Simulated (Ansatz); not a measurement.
Runs of Ansatz 0.2.0 on Co. Symmetry: Im-3m, No. 229, cubic system. Conventional cell: a = 2.805 Å, b = 2.805 Å, c = 2.805 Å, α = 90.00°, β = 90.00°, γ = 90.00°. Co (site symmetry m-3m) is surrounded by 8 Co at 2.43 Å. This isn't the form of Co at room conditions, which is hcp.

```tsv
task	level	potentials or basis	spin	U	cell	cutoff (eV)	smearing	hubbard projectors	double counting	points for each segment of the path	other keys	gap on the mesh (eV)	pressure (GPa)	moment (μB)
band structure	RPBE+U	Ansatz PAW polarizable	collinear, ferromagnetic start	Co d U = 1 eV	volume scaled by 1.15	420	cold 0.025 eV	all-electron-ortho-atomic	amf	14	-	none	-12.6	1.91
electron localisation function	RPBE+U	JTH PAW	collinear, ferromagnetic start	Co d U = 5.3 eV	cell strained at random at fixed volume	1320	methfessel-paxton 0.1 eV	ortho-atomic	fll (the default)	-	-	none	41.2	1.87
ladder of functionals	BLYP+D3(BJ)	SPMS NC	collinear, random start	-	as given	844	tetrahedron	-	-	-	basis.ecutrho_ratio = 4; kpoints.mp_grid.shift = [0.5, 0.5, 0.5]	none	(a)	1.69
density of states	PBEsol+U	Ansatz PAW	collinear, random start	Co d U = 8 eV	cell strained at random at fixed volume	420	methfessel-paxton 0.05 eV	ortho-atomic (the default)	fll (the default)	-	-	none	41.2	2.00
```

Alike in all rows: k mesh 13 × 13 × 13.

Task: Estimate the missing entries.

Result: (a) -8.1.

Caveats: the magnetic or orbital state may not be the lowest (some runs); the U is typed as a test and isn't derived for this compound (some runs); the PAW data sets come from PBE, with cores solved anew for the run's functional, which leaves a small shift of forces and pressure (some runs); the potentials were made for another functional, which shifts forces and pressure (some runs); pairwise dispersion overbinds metals, which lowers pressure and volume (some runs); with tetrahedron occupations forces and stress needn't match the slope of the energy (some runs).

A gap of «none» marks a metal or a gap under the smearing width.

Runs at the PBE level aren't shown here.
